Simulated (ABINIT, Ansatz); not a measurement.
The equilibrium volume of ZrB2, sorted by core time

The structure is hexagonal, space group P6/mmm (No. 191). Conventional cell: a = 3.170 Å, b = 3.170 Å, c = 3.533 Å, α = 90.00°, β = 90.00°, γ = 120.00°. Around Zr (site symmetry 6/mmm) lie 12 B at 2.54 Å. B (site symmetry -6m2) has 3 B at 1.83 Å as nearest neighbours.

| rung | level | program and potentials | cutoff (eV) | k mesh | smearing | core time | chip | equilibrium volume (Å³/atom) | notes |
| --- | --- | --- | --- | --- | --- | --- | --- | --- | --- |
| GGA | PBEsol | Ansatz, Ansatz PAW | 420 | 10 × 10 × 8 | fermi-dirac 0.05 | 7.8 s | Arm Neoverse V2 | 10.08 | potentials made for PBE, which Ansatz adapts in part |
| GGA | revPBE | Ansatz, Ansatz PAW | 420 | 10 × 10 × 8 | fermi-dirac 0.05 | 8 s | Arm Neoverse V1 | 10.40 | potentials made for PBE, which Ansatz adapts in part |
| GGA + dispersion | RPBE+D4 | Ansatz, Ansatz PAW | 420 | 10 × 10 × 8 | fermi-dirac 0.05 | 14 s | Arm Neoverse V2 | 9.92 | potentials made for PBE, which Ansatz adapts in part |
| GGA + dispersion | PBEsol+D4 | Ansatz, Ansatz PAW | 420 | 10 × 10 × 8 | fermi-dirac 0.05 | 16 s | Intel Xeon | 9.94 | potentials made for PBE, which Ansatz adapts in part |
| GGA | RPBE | Ansatz, Ansatz PAW | 420 | 10 × 10 × 8 | fermi-dirac 0.05 | 18 s | Intel Xeon | 10.44 | potentials made for PBE, which Ansatz adapts in part |
| meta-GGA + dispersion | r2SCAN+D4 | Ansatz, Ansatz PAW | 500 | 10 × 10 × 8 | fermi-dirac 0.05 | 19 s | Arm Neoverse V1 | 10.20 | potentials made for PBE, which Ansatz adapts in part |
| GGA | BLYP | Ansatz, Ansatz PAW | 420 | 10 × 10 × 8 | fermi-dirac 0.05 | 24 s | Intel Xeon Skylake/Cascade Lake | 10.58 | potentials made for PBE, which Ansatz adapts in part |
| hybrid | HSE06 | Ansatz, Ansatz PAW | 420 | 6 × 6 × 4 | fermi-dirac 0.05 | 73 s | AMD EPYC 7R13 Zen 3 | 10.16 | coarse mesh; potentials made for PBE, which Ansatz adapts in part |
| GGA | PBE | ABINIT, PseudoDojo NC SR PBE v0.4.1 standard | 1034 | 8 × 8 × 6 | fermi-dirac 0.05 | 3.4 min | Arm Neoverse V1 | 10.28 | - |

Times are single runs on shared hosts and different chips, so they are rough; meshes, cutoffs and the tasks' sizes weigh on the time. Task: relaxation of cell and atoms. All rows: no spin polarisation. Smearing widths are in eV. For a metal such meshes aren't converged. Meshes differ between rows, which moves values too. Meshes are those of the run's cell of 3 atoms unless a note names another. Relaxations start from the cell shown or near it and stop with a little pressure left. Runs on faulty files, with rough fits or with known faults for this quantity aren't shown. No row holds spin-orbit coupling.

By rung: GGA 10.08 to 10.58; GGA + dispersion 9.92 to 9.94; meta-GGA + dispersion 10.20; hybrid on coarse meshes 10.16 (Å³/atom).

Among the plain GGAs the volume grows from PBEsol (10.08 Å³/atom) through PBE, revPBE and RPBE to BLYP (10.58 Å³/atom). From PBEsol to RPBE, this follows the exchange functional: stronger gradient enhancement favours inhomogeneous densities and so weakens bonding in a compact solid. BLYP adds a correlation part that misses the uniform-electron-gas limit, a poor basis for a metal.

D4 shrinks the RPBE cell from 10.44 to 9.92 Å³/atom, but the PBEsol cell only from 10.08 to 9.94 Å³/atom. Both corrected values fall below the measured volume, which lies close to the PBE and r2SCAN+D4 results. ZrB2 is held together by covalent boron sheets, charge transfer from zirconium and Zr d–B p hybridisation, so the pairwise attraction probably overcounts binding in a dense solid whose conduction electrons screen it. The near agreement of the two corrected GGAs is therefore no sign of accuracy. Volumes alone don't show whether the contraction lies within the boron sheets or between them.
